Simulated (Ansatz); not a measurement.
A run of Ansatz 0.2.0:

The input input.yaml:

```yaml
crystal:
  lattice:
    - [2.9065, 0.0, 0.0]
    - [-1.45325, 2.5171028361, 0.0]
    - [0.0, 0.0, 2.8366]
  atoms:
    - { symbol: W, position: [0.0, 0.0, 0.0] }
    - { symbol: C, position: [0.6666666667, 0.3333333333, 0.5] }
kpoints:
  mp_grid: { grid: [10, 10, 9] }
scf:
  occupations: { method: fermi_dirac, width: 0.05 }
hamiltonian:
  xc: pbe
  dispersion: d3bj
  pseudopotentials: { kind: all_electron, lapw: { basis_error: 0.001 } }
output:
  forces: true
  stress: true
relax:
  f_tol: 0.02
  max_steps: 60
  cell: {}
```

Potentials or basis: all-electron LAPW, scalar-relativistic.

The run is started by

```sh
$ ansatz run input.yaml --threads 1 --pin off --max-ram 3072MiB --backend cpu --events-out ev --progress --plain --runs-dir out
```

Hardware: 1 thread of Intel(R) Xeon(R) Processor @ 2.50GHz (Skylake/Cascade Lake), on a shared host.

Estimate the wall time of this run.

It took 120 s on 1 thread of Intel(R) Xeon(R) Processor @ 2.50GHz (Skylake/Cascade Lake), with other jobs on the host, peak memory 0.39 GiB. Counts: scf iterations 18, plane waves 315, k points 70, bands 30, ion steps 4.
